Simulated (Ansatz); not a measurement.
Method: Ansatz, DFT PBE, scalar-relativistic, plane waves, PAW. Settings of the last relaxation (6-atom cell): 420 eV, 16×14×6 k points, Gaussian smearing of 0.10 eV, no spin polarisation.

The zero of energy is the elements' standard structures at the same level (N₂ as a molecule); no fitted shifts are applied.

**Question.** Give a relaxed trial structure of an orthorhombic metal made of B and N, with a formation energy near −0.18 eV/atom and a density near 3.27 g/cm³, in a cell of 6 atoms.

**Answer.** BN, space group Pmmm (No. 47). B on a site of symmetry mm2 has 4 N at 1.55–1.59 Å; around B on a site of symmetry mmm lie 4 N at 1.66 Å; N on a site of symmetry mm2 is surrounded by 2 B at 1.55 Å and 2 B at 1.66 Å; N on a site of symmetry mmm is surrounded by 4 B at 1.59 Å.

```
B N
1.0
     2.45296    0.00000    0.00000
     0.00000    2.56784    0.00000
     0.00000    0.00000    6.00668
B N
3 3
Direct
  0.50000 0.50000 0.16854
  0.50000 0.50000 0.83146
  0.00000 0.00000 0.50000
  0.50000 0.00000 0.31398
  0.00000 0.50000 0.00000
  0.50000 0.00000 0.68602
```

| Item | Value |
| --- | --- |
| Volume per atom | 6.31 Å³ |
| Density | 3.27 g/cm³ |
| Formation energy | −0.18 eV/atom |
| Gap on the 16×14×6 mesh of the 6-atom cell | 0 eV (a metal) |

It was reached by relaxing an invented guess, and it needn't be the stable form of this composition. The answer needn't be unique; the calculation gave this one.

Symmetry constrained the relaxation, so the result can be a saddle point.
